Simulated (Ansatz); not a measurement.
# HfC: projected density of states with PBEsol+U

HfC:

```
Hf C
1.0
     3.34287    0.00000    0.00000
    -1.67143    2.89501    0.00000
     0.00000    0.00000    5.20271
Hf C
2 2
Direct
  0.33333 0.66667 0.25000
  0.66667 0.33333 0.75000
  0.00000 0.00000 0.50000
  0.00000 0.00000 0.00000
```

The cell comes from a database or a generator and needn't be the stable form of this composition.

- Program: Ansatz 0.2.0
- Task: projected density of states
- Functional: PBEsol
- Potentials or basis: Ansatz PAW
- Cutoff: 420 eV (not typed: the program's choice for these potentials)
- k mesh: 9 × 9 × 5
- Occupations: fermi-dirac, width 0.05 eV
- Spin: no spin polarisation
- Hubbard terms: Hf d U = 8 eV
- Hubbard projectors: ortho-atomic (the default)
- Double counting: fll (the default)

* Pressure: 5.9 GPa
* Band gap on the k mesh: none (metal or under the smearing width)
* Density of states at the Fermi level: 0.57 states/eV per cell

Stress tensor (GPa, compression positive):
```
 0.85  0.00  0.00
 0.00  0.85  0.00
 0.00  0.00 16.01
```

Levels at points of the mesh, in eV from the Fermi level:
| k point | band 26 | band 27 | band 28 | band 29 | band 30 | band 31 | band 32 | band 33 | band 34 | band 35 |
| --- | --- | --- | --- | --- | --- | --- | --- | --- | --- | --- |
| (0.00, 0.00, 0.00) | -3.25 | -3.25 | -1.64 | -1.64 | 1.33 | 1.75 | 1.76 | 1.76 | 1.81 | 1.81 |

States per cell in windows of 0.5 eV (zero at the Fermi level; states under -8 eV left out):
| from (eV) | total | Hf 5d | C 2p | Hf 6s | C 2s | Hf 5p | Hf 5s |
| --- | --- | --- | --- | --- | --- | --- | --- |
| -8.0 | 0.00 | 0.00 | 0.00 | 0.00 | 0.00 | 0.00 | 0.00 |
| -7.5 | 0.01 | 0.00 | 0.00 | 0.00 | 0.00 | 0.00 | 0.00 |
| -7.0 | 0.18 | 0.05 | 0.09 | 0.03 | 0.01 | 0.00 | 0.00 |
| -6.5 | 0.52 | 0.14 | 0.27 | 0.07 | 0.02 | 0.01 | 0.01 |
| -6.0 | 0.78 | 0.22 | 0.41 | 0.09 | 0.04 | 0.01 | 0.01 |
| -5.5 | 0.87 | 0.24 | 0.49 | 0.07 | 0.04 | 0.02 | 0.01 |
| -5.0 | 1.23 | 0.32 | 0.74 | 0.07 | 0.05 | 0.03 | 0.01 |
| -4.5 | 0.88 | 0.30 | 0.51 | 0.02 | 0.02 | 0.02 | 0.00 |
| -4.0 | 1.77 | 0.66 | 1.02 | 0.02 | 0.01 | 0.03 | 0.00 |
| -3.5 | 1.87 | 0.65 | 1.14 | 0.02 | 0.01 | 0.03 | 0.00 |
| -3.0 | 1.80 | 0.54 | 1.17 | 0.01 | 0.01 | 0.03 | 0.00 |
| -2.5 | 0.63 | 0.21 | 0.39 | 0.00 | 0.01 | 0.01 | 0.00 |
| -2.0 | 0.34 | 0.17 | 0.15 | 0.00 | 0.01 | 0.00 | 0.00 |
| -1.5 | 0.44 | 0.28 | 0.14 | 0.00 | 0.01 | 0.00 | 0.00 |
| -1.0 | 0.44 | 0.31 | 0.11 | 0.00 | 0.01 | 0.00 | 0.00 |
| -0.5 | 0.20 | 0.13 | 0.06 | 0.00 | 0.00 | 0.00 | 0.00 |
| 0.0 | 0.83 | 0.41 | 0.39 | 0.01 | 0.00 | 0.00 | 0.00 |
| 0.5 | 0.84 | 0.44 | 0.35 | 0.01 | 0.01 | 0.00 | 0.00 |
| 1.0 | 0.41 | 0.30 | 0.08 | 0.01 | 0.01 | 0.00 | 0.00 |
| 1.5 | 0.47 | 0.35 | 0.07 | 0.01 | 0.01 | 0.00 | 0.00 |
| 2.0 | 0.66 | 0.49 | 0.08 | 0.02 | 0.03 | 0.00 | 0.00 |
| 2.5 | 0.76 | 0.56 | 0.09 | 0.03 | 0.04 | 0.00 | 0.00 |
| 3.0 | 0.98 | 0.73 | 0.11 | 0.05 | 0.05 | 0.00 | 0.00 |
| 3.5 | 1.15 | 0.82 | 0.14 | 0.08 | 0.07 | 0.00 | 0.00 |
| 4.0 | 1.87 | 1.32 | 0.25 | 0.10 | 0.11 | 0.00 | 0.00 |
| 4.5 | 1.70 | 1.25 | 0.18 | 0.08 | 0.11 | 0.00 | 0.00 |
| 5.0 | 1.88 | 1.36 | 0.18 | 0.09 | 0.13 | 0.00 | 0.00 |
| 5.5 | 1.62 | 1.08 | 0.19 | 0.16 | 0.08 | 0.00 | 0.00 |
| 6.0 | 1.71 | 1.05 | 0.25 | 0.10 | 0.13 | 0.00 | 0.00 |
| 6.5 | 2.13 | 1.27 | 0.33 | 0.14 | 0.17 | 0.00 | 0.00 |
| 7.0 | 1.27 | 0.68 | 0.23 | 0.11 | 0.12 | 0.00 | 0.00 |
| 7.5 | 1.27 | 0.64 | 0.27 | 0.12 | 0.08 | 0.00 | 0.00 |

Eigenvalues of the final occupation matrices:
```tsv
site	spin	trace	eigenvalues
site 1	1	1.31	0.21 0.25 0.25 0.31 0.31
site 2	1	1.31	0.21 0.25 0.25 0.31 0.31
```

Wall time 34 s on 2 threads of Intel(R) Xeon(R) Processor @ 2.50GHz (Skylake/Cascade Lake), with other jobs on the host, peak memory 0.53 GiB.

Caveat: U without spin polarisation on a metal has little footing; the PAW data sets come from PBE, with cores solved anew for the run's functional, which leaves a small shift of forces and pressure; the U is typed as a test and isn't derived for this compound. Spin-orbit coupling is left out, which matters for the levels of Hf.
